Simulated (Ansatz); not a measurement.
What is wrong with this input? (Ni3Ge)

Someone meant to compute Ni3Ge with r2SCAN, plane waves and PAW in Ansatz and wrote this input.

```yaml
crystal:
  lattice:
    - [3.5303341067, 0.0, 0.0]
    - [0.0, 3.5303341067, 0.0]
    - [0.0, 0.0, 3.5303341067]
  atoms:
    - { symbol: Ni, position: [0.4589541945, -0.0432188201, 0.4304170039] }
    - { symbol: Ni, position: [-0.0117071451, 0.4660318714, 0.4987476222] }
    - { symbol: Ni, position: [0.5158453185, 0.4888834483, 0.0029241634] }
    - { symbol: Ge, position: [0.0067507498, -0.0026238645, -0.0149317793] }
basis:
  ecutwfc: 500
kpoints:
  mp_grid: { grid: [6, 6, 6] }
hamiltonian:
  xc: r2scan
scf:
  occupations: { method: gaussian, width: 0.1 }
output:
  forces: true
  stress: true
  eigenvalues: true
relax:
  adjacent_minimum: "off"
  f_tol: 0.005
  max_steps: 1
  cell: { stress_tol: 0.05 }
```

Command:

```bash
ansatz run input.yaml --threads 1 --pin off --max-ram 2560MiB --backend cpu --events-out ev --progress --plain --runs-dir out
```

The program printed (HF is the Harris–Foulkes energy, dr2 the density residual in eV):

```text
Crystal: 4 atoms, lattice volume = 43.999 Å³
Basis set: ecut = 500 eV, 1141 PW (Γ), exchange–correlation on 108×108×108 points (64 copies of the dense FFT grid, shifted against one another)
Bands: 41, of which v1, the nominal top of the filled ones, is band 34 counted from 1 (33 counted from 0)
Symmetry: 1 space group operations
Space group: P1 (ITA 1), of the structure as read, at distance tolerance 3.5e-5 Å
k-points: 112 of 216 (time reversal used)
PAW frozen core: Ni, regenerated for the run's functional (the file was generated under x = pbe(κ = 0.804, μ = 0.2195), c = pbe(β = 0.0667))
PAW frozen core: Ge, regenerated for the run's functional (the file was generated under x = pbe(κ = 0.804, μ = 0.2195), c = pbe(β = 0.0667))
Initial density: superposition of atomic densities, corrected by the library's trained network
SCF iter   1: HF=-21839.158277 eV  Δρ=2.63e-2  dr2=2.15e-1  dr2_τ=1.36e-1
SCF iter   2: HF=-21839.342880 eV  Δρ=7.02e-3  dr2=9.86e-3  dr2_τ=1.82e-3
SCF iter   3: HF=-21839.341531 eV  Δρ=1.30e-2  dr2=5.79e-2  dr2_τ=1.68e-4
SCF iter   4: HF=-21839.339240 eV  Δρ=1.32e-2  dr2=5.86e-2  dr2_τ=2.12e-4
   ...
SCF iter  16: HF=-21839.335875 eV  Δρ=7.37e-7  dr2=1.59e-10  dr2_τ=1.24e-12
SCF iter  17: HF=-21839.335875 eV  Δρ=4.11e-7  dr2=5.55e-11  dr2_τ=3.70e-13
SCF iter  18: F=-21839.335875 eV  HF=-21839.335875 eV  Δρ=3.04e-7  dr2=3.24e-11  dr2_τ=1.13e-13
SCF 1 converged in 18 iterations: F = -21839.335875 eV  dr2 = 3.24e-11
relax step   1: F+E_penalty+E_count = -21839.33587506 eV  Δ(F+E_penalty+E_count) = +0.000e0 eV  max|allowed force component| = 2.282e0 eV/Å  Δτ_max = 0.0000 Å  P = +6.254 GPa  Ω = 43.999 Å³  (18 SCF iters, accepted)
Step failed. What follows is not a result of the run: it is the report of the last solve that finished, which converged after 18 SCF iterations.
Free energy (F): -21839.335875 eV
E sigma→0 (E₀):  -21839.331255 eV
Entropy (-TS):   -0.009240 eV (-2.310 meV/atom)
Fermi energy:    18.517875 eV
--- Forces (eV/Å), atoms counted from 1 ---
  atom   1  Ni     1.20363324     0.88461561     2.28181307
  atom   2  Ni    -0.04614720     0.20307095     0.03264990
  atom   3  Ni    -0.46936768    -0.71894240    -1.52357583
  atom   4  Ge    -0.68811872    -0.36874434    -0.79088823
--- Stress (GPa, compression-positive) ---
        4.284076      -0.928940       1.802810
       -0.928940       7.238408       2.320886
        1.802810       2.320886       7.240168
  P = ⅓ Tr σ = 6.2542 GPa (62.542 kbar)
```

Task: Why did this happen?

Result: The fault is a relaxation cut at too few steps. Forces or stress still stood over their tolerances at the last step allowed. The cure is more steps.

Fix:

```diff
 relax:
-  max_steps: 1
+  max_steps: 100
```

With the mended input the run converges and gives a pressure of 0.01 GPa, a largest force of 0.001 eV/Å, no gap.

The mended run took 2.3 min on 1 thread of Intel(R) Xeon(R) 6975P-C (Granite Rapids), with other jobs on the host, peak memory 0.56 GiB.